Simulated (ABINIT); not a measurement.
The system is TiSi.

```
Ti Si
1.0
     1.81618   -2.11762    0.00000
     1.81618    2.11762    0.00000
     0.00000    0.00000    3.80393
Ti Si
1 1
Direct
  0.50000 0.50000 0.00000
  0.00000 0.00000 0.50000
```

The cell comes from a database or a generator and needn't be the stable form of this composition.

- Program: ABINIT 10.8.3 (patched build)
- Task: relaxation of cell and atoms
- Functional: LDA
- Potentials or basis: PseudoDojo NC SR LDA v0.4.1 standard
- Cutoff: 1143 eV
- k mesh: 8 × 8 × 5
- Occupations: fermi-dirac, width 0.05 eV
- Spin: no spin polarisation

At the start: pressure -7.8 GPa; volume 14.63 Å³/atom.

Where does the relaxation end?

Over 12 steps the energy falls by 22.0 meV/atom and the volume is 13.79 Å³/atom (-5.7 %); space group Cmmm (No. 65, to 0.05 Å).

Step by step:
```
step  energy change (eV)  largest force (eV/Å)  pressure (GPa)  volume (Å³)
   1              0.0000                0.0000           -7.84        29.26
   2             -0.0276                0.0000           -4.74        28.56
   3             -0.0422                0.0000            0.41        27.57
   4             -0.0427                0.0000            0.09        27.62
   5             -0.0437                0.0000           -0.33        27.66
   6             -0.0439                0.0000           -0.18        27.62
   7             -0.0439                0.0000           -0.03        27.59
   8             -0.0439                0.0000            0.00        27.59
   9             -0.0439                0.0000            0.00        27.58
  10             -0.0439                0.0000            0.01        27.58
  11             -0.0439                0.0000            0.00        27.58
  12             -0.0439                0.0000            0.00        27.59
```

Final structure:
```cif
data_structure
_symmetry_space_group_name_H-M 'P 1'
_symmetry_Int_Tables_number 1
_cell_length_a 2.7263
_cell_length_b 2.7263
_cell_length_c 3.7440
_cell_angle_alpha 90.000
_cell_angle_beta 90.000
_cell_angle_gamma 97.556
_cell_volume 27.59
loop_
_atom_site_label
_atom_site_type_symbol
_atom_site_fract_x
_atom_site_fract_y
_atom_site_fract_z
_atom_site_occupancy
Ti1 Ti 0.50000 0.50000 0.00000 1
Si1 Si 0.00000 0.00000 0.50000 1
```
